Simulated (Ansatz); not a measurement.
# ZnS (F-43m), generalised stacking fault

The calculation used DFT LDA, scalar-relativistic, plane waves, PAW in Ansatz. The runs took a 420 eV cutoff, a Γ-centred 8×8×3 mesh and Gaussian smearing (0.05 eV). No spin polarisation. Energies are free energies at this smearing, counted from the undisturbed cell; pressure is positive in compression.

Reference structure (as given, not relaxed at this level; it stands at -4.7 GPa):

```xyz
6
Lattice="2.7046 -2.7046 0.0000 2.7046 0.0000 -2.7046 5.4093 5.4093 5.4093" Properties=species:S:1:pos:R:3 pbc="T T T"
Zn    4.2825   -1.1268   -1.1268
Zn    4.2825    4.2825    4.2825
Zn    4.2825    1.5779    1.5779
S     8.3395    2.9302    2.9302
S     2.9302    2.9302    2.9302
S     2.9302    0.2256    0.2256
```

The cut lies on the cell's a–b face, a (1 -1 1) plane (indices in the standard cell, whose axes needn't be the Cartesian ones shown) of area 12.67 Å², between layers 2.34 Å apart. Vector c is tilted by f times 1·a + 1·b (length 6.625 Å) with the atoms' Cartesian places fixed: one unrelaxed fault a cell.

```json
{"f": "0.0000", "γ (mJ/m²)": "0"}
{"f": "0.0833", "γ (mJ/m²)": "148"}
{"f": "0.1667", "γ (mJ/m²)": "597"}
{"f": "0.2500", "γ (mJ/m²)": "1143"}
{"f": "0.3333", "γ (mJ/m²)": "1378"}
{"f": "0.4167", "γ (mJ/m²)": "1221"}
{"f": "0.5000", "γ (mJ/m²)": "1006"}
{"f": "0.5833", "γ (mJ/m²)": "949"}
{"f": "0.6667", "γ (mJ/m²)": "984"}
{"f": "0.7500", "γ (mJ/m²)": "861"}
{"f": "0.8333", "γ (mJ/m²)": "494"}
{"f": "0.9167", "γ (mJ/m²)": "134"}
```

Cost: 12 runs of about 1.5 core-minutes in all, on AMD EPYC 9R45 (Zen 5) (shared hosts).